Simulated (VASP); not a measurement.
Here is the system:

```yaml
crystal:
  lattice:
    - [3.56109, 0.00000, 0.00000]
    - [0.00000, 3.56109, 0.00000]
    - [0.00000, 0.00000, 5.12063]
  atoms:
    - { symbol: Zr, position: [0.00000, 0.00000, 0.00000] }
    - { symbol: Zr, position: [0.50000, 0.50000, 0.50000] }
    - { symbol: O, position: [0.00000, 0.50000, 0.29341] }
    - { symbol: O, position: [0.00000, 0.50000, 0.79341] }
    - { symbol: O, position: [0.50000, 0.00000, 0.20659] }
    - { symbol: O, position: [0.50000, 0.00000, 0.70659] }
```

Level of theory: LDA (Ceperley-Alder, Perdew-Zunger), VASP's LDA PAW potentials (set 64) (plane waves; VASP). Settings: 520 eV cut-off, 8×8×6 Γ-centred mesh, Gaussian smearing of 0.010 eV, potentials Zr_sv O.

Problem. Give the direction-averaged independent-particle dielectric function (no local fields, no excitons; a broadening of 0.1 eV leaves a tail below the gap, and fine structure carries the noise of the k-mesh).

Solution. 
```csv
ħω (eV),ε₁,ε₂
0.00,5.80,0.00
0.30,5.80,0.00
0.60,5.83,0.00
0.90,5.87,0.00
1.20,5.92,0.00
1.60,6.03,0.00
1.90,6.13,0.00
2.20,6.26,0.00
2.50,6.42,0.00
2.90,6.71,0.00
3.20,6.99,0.00
3.50,7.37,0.00
3.80,7.93,0.00
4.10,8.69,0.54
4.50,9.97,1.74
4.80,9.59,3.70
5.10,9.09,3.50
5.40,8.80,6.18
5.80,7.09,7.17
6.10,6.29,5.34
6.40,5.99,5.14
6.70,6.70,4.72
7.00,7.79,6.70
7.40,7.59,7.89
7.70,6.37,11.19
8.00,4.11,8.74
8.30,2.15,11.77
8.70,-0.59,9.91
9.00,-1.08,7.87
9.30,-1.78,7.30
9.60,-1.90,6.43
10.00,-1.69,5.60
```
ε₂ peaks at 5.8 eV (height 7.2), 7.1 eV (height 8.2), 7.8 eV (height 14.5), 8.2 eV (height 12.2); ε₁(0) averages 5.80, so the electronic refractive index below the gap tends to √5.80 = 2.41.

The structure comes from a computed database's ZrO2 entry (P4_2/nmc); how it stands against other phases isn't given here. It was relaxed first.
